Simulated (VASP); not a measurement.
Runs of VASP 6.6.1 on Au. All rows change the cell; the cell of one of them follows. It takes space group I4/mmm (No. 139, tetragonal). Conventional cell: a = 3.340 Å, b = 3.340 Å, c = 3.235 Å, α = 90.00°, β = 90.00°, γ = 90.00°. Au (site symmetry 4/mmm) is surrounded by 10 Au at 2.86 to 3.24 Å. This isn't the form of Au at room conditions, which is fcc.

| cell | k mesh | further INCAR settings | gap on the mesh (eV) | pressure (GPa) |
| --- | --- | --- | --- | --- |
| uniaxial strain along a, b, c and atoms relaxed: -2.0 % | 16 × 16 × 16 | ALGO = Fast; EDIFF = 1e-06; NBANDS = 18 | none | (a) |
| uniaxial strain along a, b, c and atoms relaxed: +4.0 % | 16 × 16 × 16 | ALGO = Fast; EDIFF = 1e-06; NBANDS = 18 | none | 0.0 |
| uniaxial strain along c, a, b and atoms relaxed: +4.0 % | 12 × 12 × 12 | ALGO = Fast; EDIFF = 1e-07; NBANDS = 18 | none | -0.1 |
| uniaxial strain along c, a, b and atoms relaxed: +6.0 % | 12 × 12 × 12 | ALGO = Fast; EDIFF = 1e-06; NBANDS = 18 | none | 0.0 |

Alike in all rows: task single point; level PBE; potentials or basis VASP PAW PBE potentials, release 64 (Au); no spin polarisation; cutoff (eV) 520; smearing gaussian 0.1 eV.

Question: Fill in the values left out.

Answer: (a) -0.2.

A k mesh can miss the band edges, and the runs leave out spin-orbit coupling on Au.

A gap of «none» marks a metal or a gap under the smearing width.
